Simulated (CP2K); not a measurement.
Crystal: MgO.

```
Mg O
1.0
     2.96561    0.00000    0.00000
     1.48280    2.56829    0.00000
     1.48280    0.85610    2.42141
Mg O
1 1
Direct
  0.00000 0.00000 0.00000
  0.50000 0.50000 0.50000
```

The cell is a database's computed one.

Base run:

| Item | Value |
| --- | --- |
| Program | CP2K 2026.2 |
| Functional | rev-vdW-DF2 |
| Potentials or basis | POTENTIAL_UZH Mg GTH-PBE-q10, O GTH-PBE-q6; TZVP-MOLOPT-PBE-GTH basis |
| Density cutoff | 19048 eV |
| k mesh | 11 × 11 × 11 |
| Occupations | fermi-dirac, width 0.05 eV |
| Spin | no spin polarisation |

Its results: band gap on the k mesh 4.84 eV, direct; pressure 8.3 GPa.

Task: The run is repeated on the same cell with these changes: functional from rev-vdW-DF2 to PBE. What comes out?

Result: Band gap on the k mesh 4.82 eV, direct; pressure 10.9 GPa.

Caveats: the basis of atomic orbitals isn't converged, which shifts pressures, moduli and gaps; the potentials were made for another functional, which shifts forces and pressure (some runs); the real-space grid breaks the cell's symmetry a little (some runs).
